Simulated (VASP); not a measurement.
# KCl (Fm-3m) in VASP: further runs

KCl is run at these levels: PBE; tasks: single point.

All numbers are computed with VASP 6.6.1; they aren't measurements. Logs are shortened: lines on timing, memory, paths and dates and some standing lists are left out, and cuts for length are marked.

**Experimental background.**

From a printed reference work, monograph, for a bulk crystal of KCl: band gap 8.68 eV.

The results are compared with them further down.

### 1 The cell of the first run

It takes space group Fm-3m (No. 225, cubic). The conventional cell has a = 6.381 Å, b = 6.381 Å, c = 6.381 Å, α = 90.00°, β = 90.00°, γ = 90.00°. Within 4.2 Å of K (site symmetry m-3m) lie 6 Cl at 3.19 Å. Within 4.2 Å of Cl (site symmetry m-3m) lie 6 K at 3.19 Å.

### 2 Single point, PBE

INCAR

```
SYSTEM = KCl
PREC = Accurate
ENCUT = 520
EDIFF = 1E-6
ISMEAR = 0
SIGMA = 0.05
LREAL = .FALSE.
LASPH = .TRUE.
NELM = 60
ALGO = Normal
ISIF = 2
LWAVE = .FALSE.
LCHARG = .FALSE.
GGA = PE
NBANDS = 15
```

KPOINTS

```
Automatic mesh
0
G
  10 10 10
  0 0 0
```

POSCAR

```
KCl
1.0
    0.0000000000      3.1907444516      3.1907444516
    3.1907444516      0.0000000000      3.1907444516
    3.1907444516      3.1907444516      0.0000000000
K Cl
1 1
Direct
    0.0000000000      0.0000000000      0.0000000000
    0.5000000000      0.5000000000      0.5000000000
```

Potentials or basis: VASP PAW PBE potentials, release 64 (K_sv, Cl).

Started as:

```sh
cat potpaw_PBE.64/K_sv/POTCAR potpaw_PBE.64/Cl/POTCAR > POTCAR
mpirun -np 1 vasp_std > vasp.out
```

OUTCAR:

```text
SYSTEM = KCl
   PREC = Accurate
   ENCUT = 520
   EDIFF = 1E-6
   ISMEAR = 0
   LREAL = .FALSE.
   LASPH = .TRUE.
   NELM = 60
   ISIF = 2
   GGA = PE

 ion  position               nearest neighbor table
   1  0.000  0.000  0.000-   2 3.19   2 3.19   2 3.19   2 3.19   2 3.19   2 3.19
   2  0.500  0.500  0.500-   1 3.19   1 3.19   1 3.19   1 3.19   1 3.19   1 3.19

  LATTYP: Found a face centered cubic cell.
 ALAT       =     6.3814889032

  Lattice vectors:

 A1 = (   0.0000000000,   3.1907444516,   3.1907444516)
 A2 = (   3.1907444516,   0.0000000000,   3.1907444516)
 A3 = (   3.1907444516,   3.1907444516,   0.0000000000)

Analysis of symmetry for initial positions (statically):
=====================================================================
 Subroutine PRICEL returns:
 Original cell was already a primitive cell.

 Routine SETGRP: Setting up the symmetry group for a
 face centered cubic supercell.

 Subroutine GETGRP returns: Found 48 space group operations
 (whereof 48 operations were pure point group operations)
 out of a pool of 48 trial point group operations.

The static configuration has the point symmetry O_h .

Analysis of symmetry for dynamics (positions and initial velocities):
=====================================================================
 Subroutine PRICEL returns:
 Original cell was already a primitive cell.

 Routine SETGRP: Setting up the symmetry group for a
 face centered cubic supercell.

 Subroutine GETGRP returns: Found 48 space group operations
 (whereof 48 operations were pure point group operations)
 out of a pool of 48 trial point group operations.

The dynamic configuration has the point symmetry O_h .

 Subroutine INISYM returns: Found 48 space group operations
 (whereof 48 operations are pure point group operations),
 and found     1 'primitive' translations

----------------------------------------------------------------------------------------

                                     Primitive cell

  volume of cell :      64.9690

  direct lattice vectors                    reciprocal lattice vectors
     0.000000000  3.190744452  3.190744452    -0.156703242  0.156703242  0.156703242
     3.190744452  0.000000000  3.190744452     0.156703242 -0.156703242  0.156703242
     3.190744452  3.190744452  0.000000000     0.156703242  0.156703242 -0.156703242

  length of vectors
     4.512394078  4.512394078  4.512394078     0.271417977  0.271417977  0.271417977

  position of ions in fractional coordinates (direct lattice)
     0.000000000  0.000000000  0.000000000
     0.500000000  0.500000000  0.500000000

  ion indices of the primitive-cell ions
   primitive index   ion index
                 1           1
                 2           2

[... 87 lines left out ...]
   EFERMI_NEDOS =   21; number of points for ismear=-14 and -15
   IALGO  =     38    algorithm
   IMIX   =      4    mixing-type and parameters
     AMIX     =   0.40;   BMIX     =  1.00
     AMIX_MAG =   1.60;   BMIX_MAG =  1.00
  volume/ion in A,a.u.               =      32.48       219.22
  Fermi-wavevector in a.u.,A,eV,Ry     =   1.026155  1.939151 14.326844  1.052993
  Thomas-Fermi vector in A             =   2.160033
   LORBIT       =      0    0 simple, 1 ext, 2 COOP (PROOUT), +10 PAW based schemes
   GGA     = PE    functional components
   LHFCALC =     F    Hartree Fock is set to
   AEXX    =    0.0000 exact exchange contribution
   IVDW    =     0    specifies the selected vdW correction
   LEPSILON=     F    determine dielectric tensor
   LRPA    =     F    only Hartree local field effects (RPA)
 non-spin polarized calculation
 Gauss-broadening in eV      SIGMA  =   0.05
  energy-cutoff  :      520.00
  volume of cell :       64.97
 maximum number of plane-waves:      1807
 NGX is ok and might be reduce to    36
   NGX = 17   NGY = 17   NGZ = 17

 number of electron      15.9999998 magnetization

 Free energy of the ion-electron system (eV)
  ---------------------------------------------------
  ext. energy  EPLUGINS =         0.00000000
  ---------------------------------------------------
  free energy    TOTEN  =        -6.81098776 eV

  energy without entropy =       -6.81098776  energy(sigma->0) =       -6.81098776

 E-fermi :  -1.7530     XC(G=0):  -7.3695

 val. band max:       -2.0035071829   @ k =   0.0000   0.0000   0.0000
 cond. band min:       3.0419134427   @ k =   0.0000   0.0000   0.0000
 fundamental gap:      5.0454206256
 Fermi energy:        -1.7529883776

 k-point     1 :       0.0000    0.0000    0.0000
  band No.  band energies     occupation
      1     -29.3060      2.00000
      2     -14.0757      2.00000
      3     -12.7659      2.00000
      4     -12.7659      2.00000
      5     -12.7659      2.00000
      6      -2.0035      2.00000
      7      -2.0035      2.00000
      8      -2.0035      2.00000
      9       3.0419      0.00000
     10       6.3502      0.00000
     11       6.3502      0.00000
     12       6.3502      0.00000
     13       7.2040      0.00000
     14       7.2040      0.00000
[... 401 lines left out ...]
      2     -14.0828      2.00000
      3     -12.8094      2.00000
      4     -12.8011      2.00000
      5     -12.7445      2.00000
      6      -2.6743      2.00000
      7      -2.2294      2.00000
      8      -2.1970      2.00000
      9       4.9360      0.00000
     10       5.4376      0.00000
     11       8.0210      0.00000
     12       8.2669      0.00000
     13       8.7078      0.00000
     14       8.8046      0.00000
     15       9.3726      0.00000

 [... further k-points ...]

------------------------ aborting loop because EDIFF is reached ----------------------------------------

  FORCE on cell =-STRESS in cart. coord.  units (eV):
  Direction    XX          YY          ZZ          XY          YZ          ZX
  --------------------------------------------------------------------------------------
  -------------------------------------------------------------------------------------
  Total        0.0076668      0.0076668      0.0076668     -0.0000000      0.0000000      0.0000000
  in kB        0.1890691      0.1890691      0.1890691     -0.0000000      0.0000000      0.0000000
  external PRESSURE =       0.1890691 kB  Pullay stress =       0.0000000 kB

 VOLUME and BASIS-vectors are now :
 -----------------------------------------------------------------------------
  energy-cutoff  :      520.00
  volume of cell :       64.97
      direct lattice vectors                 reciprocal lattice vectors
     0.000000000  3.190744452  3.190744452    -0.156703242  0.156703242  0.156703242
     3.190744452  0.000000000  3.190744452     0.156703242 -0.156703242  0.156703242
     3.190744452  3.190744452  0.000000000     0.156703242  0.156703242 -0.156703242

 POSITION                                       TOTAL-FORCE (eV/Angst)
 -----------------------------------------------------------------------------------
      0.00000      0.00000      0.00000         0.000000     -0.000000      0.000000
      3.19074      3.19074      3.19074        -0.000000      0.000000     -0.000000
 -----------------------------------------------------------------------------------
    total drift:                                0.000000      0.000000      0.000000

  FREE ENERGIE OF THE ION-ELECTRON SYSTEM (eV)
  ---------------------------------------------------
  free  energy   TOTEN  =        -6.8109877613 eV

  energy  without entropy=       -6.8109877613  energy(sigma->0) =       -6.81098776
```

stdout:

```text
POSCAR found type information on POSCAR K Cl
 POSCAR found :  2 types and       2 ions
 scaLAPACK will be used
 LDA part: xc-table for (Slater+PW92), standard interpolation
 POSCAR, INCAR and KPOINTS ok, starting setup
 FFT: planning ... GRIDC
 FFT: planning ... GRID_SOFT
 FFT: planning ... GRID
 WAVECAR not read
 entering main loop
```

Wall time 50 s (1 thread of AMD EPYC 9R45 (Zen 5), shared host); peak memory 0.18 GiB.

Results:

* Free energy: -6.8110 eV
* Pressure: 0.0 GPa
* Band gap on the k mesh: 5.05 eV, direct

Levels at points of the mesh, in eV from the valence-band top:
| k point | band 6 | band 7 | band 8 | band 9 | band 10 | band 11 |
| --- | --- | --- | --- | --- | --- | --- |
| (0.00, 0.00, 0.00) | 0.00 | 0.00 | 0.00 | 5.05 | 8.35 | 8.35 |
| (0.50, 0.00, 0.00) | -0.98 | -0.29 | -0.29 | 7.47 | 8.43 | 10.39 |
| (0.50, 0.50, 0.00) | -0.63 | -0.21 | -0.21 | 6.56 | 8.16 | 9.83 |

### 3 Single point, PBE (volume scaled by 1.020)

INCAR

```
  ALGO = Normal
  EDIFF = 1E-6
  ENCUT = 520
  GGA = PE
  ISIF = 2
  ISMEAR = 0
  LASPH = True
  LCHARG = False
  LREAL = False
  LWAVE = False
  NBANDS = 15
  NELM = 60
  PREC = Accurate
  SIGMA = 0.05
```

KPOINTS

```
k-points
0
Gamma
  10 10 10
```

POSCAR

```
KCl
1.0
    0.0000000000      3.2118758254      3.2118758254
    3.2118758254      0.0000000000      3.2118758254
    3.2118758254      3.2118758254      0.0000000000
K Cl
1 1
Direct
    0.0000000000      0.0000000000      0.0000000000
    0.5000000000      0.5000000000      0.5000000000
```

Potentials or basis: VASP PAW PBE potentials, release 64 (K_sv, Cl).

Started as:

```sh
cat potpaw_PBE.64/K_sv/POTCAR potpaw_PBE.64/Cl/POTCAR > POTCAR
mpirun -np 1 vasp_std > vasp.out
```

Run time: 52 s. Hardware: 1 thread of AMD EPYC 9R45 (Zen 5), shared host; peak memory 0.18 GiB.

Results (log left out):

* Free energy: -6.8102 eV
* Pressure: -0.3 GPa
* Band gap on the k mesh: 4.98 eV, direct

Levels at points of the mesh, in eV from the valence-band top:
| k point | band 5 | band 6 | band 7 | band 8 | band 9 | band 10 | band 11 | band 12 |
| --- | --- | --- | --- | --- | --- | --- | --- | --- |
| (0.00, 0.00, 0.00) | -10.81 | 0.00 | 0.00 | 0.00 | 4.98 | 8.34 | 8.34 | 8.34 |
| (0.50, 0.00, 0.00) | -10.60 | -0.95 | -0.28 | -0.28 | 7.41 | 8.35 | 10.32 | 10.32 |
| (0.50, 0.50, 0.00) | -10.86 | -0.62 | -0.21 | -0.21 | 6.57 | 8.07 | 9.71 | 10.11 |

### 4 Single point, PBE (volume scaled by 1.040)

INCAR

```
SYSTEM = KCl
PREC = Accurate
ENCUT = 520
EDIFF = 1E-6
ISMEAR = 0
SIGMA = 0.05
LREAL = .FALSE.
LASPH = .TRUE.
NELM = 100
ALGO = Normal
ISIF = 2
LWAVE = .FALSE.
LCHARG = .TRUE.
GGA = PE
LELF = .TRUE.
LVHAR = .TRUE.
NBANDS = 15
```

KPOINTS

```
Automatic mesh
0
G
  10 10 10
  0 0 0
```

POSCAR

```
KCl
1.0
    0.0000000000      3.2327327463      3.2327327463
    3.2327327463      0.0000000000      3.2327327463
    3.2327327463      3.2327327463      0.0000000000
K Cl
1 1
Direct
    0.0000000000      0.0000000000      0.0000000000
    0.5000000000      0.5000000000      0.5000000000
```

Started as:

```sh
cat potpaw_PBE.64/K_sv/POTCAR potpaw_PBE.64/Cl/POTCAR > POTCAR
mpirun -np 1 vasp_std > vasp.out
```

Wall time 63 s (1 thread of AMD EPYC 9R45 (Zen 5), shared host); peak memory 0.18 GiB.

Results (log left out):

- Free energy: -6.8070 eV
- Pressure: -0.6 GPa
- Band gap on the k mesh: 4.92 eV, direct

Levels at points of the mesh, in eV from the valence-band top:
| k point | band 4 | band 5 | band 6 | band 7 | band 8 | band 9 | band 10 | band 11 | band 12 | band 13 |
| --- | --- | --- | --- | --- | --- | --- | --- | --- | --- | --- |
| (0.00, 0.00, 0.00) | -10.86 | -10.86 | 0.00 | 0.00 | 0.00 | 4.92 | 8.32 | 8.32 | 8.32 | 9.16 |
| (0.50, 0.00, 0.00) | -10.87 | -10.66 | -0.92 | -0.27 | -0.27 | 7.35 | 8.27 | 10.25 | 10.25 | 11.11 |
| (0.50, 0.50, 0.00) | -10.90 | -10.90 | -0.60 | -0.21 | -0.21 | 6.58 | 7.98 | 9.60 | 10.07 | 10.29 |

### 5 Overview

| cell | gap on the mesh (eV) | pressure (GPa) |
| --- | --- | --- |
| a = 4.512 Å, angles 60.0°, 2 atoms | 5.05 | 0.0 |
| a = 4.542 Å, angles 60.0°, 2 atoms | 4.98 | -0.3 |
| a = 4.572 Å, angles 60.0°, 2 atoms | 4.92 | -0.6 |

Alike in all rows: task single point; level PBE; potentials or basis VASP PAW PBE potentials, release 64 (K_sv, Cl); no spin polarisation; k mesh 10 × 10 × 10; cutoff (eV) 520; smearing gaussian 0.05 eV.

Total energies depend on the potentials used, so only differences within one code and one set of settings carry meaning.

### 6 How close it comes

Step 2. Against the measured gap of KCl, 8.68 eV (a printed reference work, monograph), the calculated 5.05 eV is off by -3.63 eV. The value is that of PBE on a finite k mesh, which can miss the band edges, without temperature or zero-point motion. Semilocal functionals fall short of measured gaps as a rule.
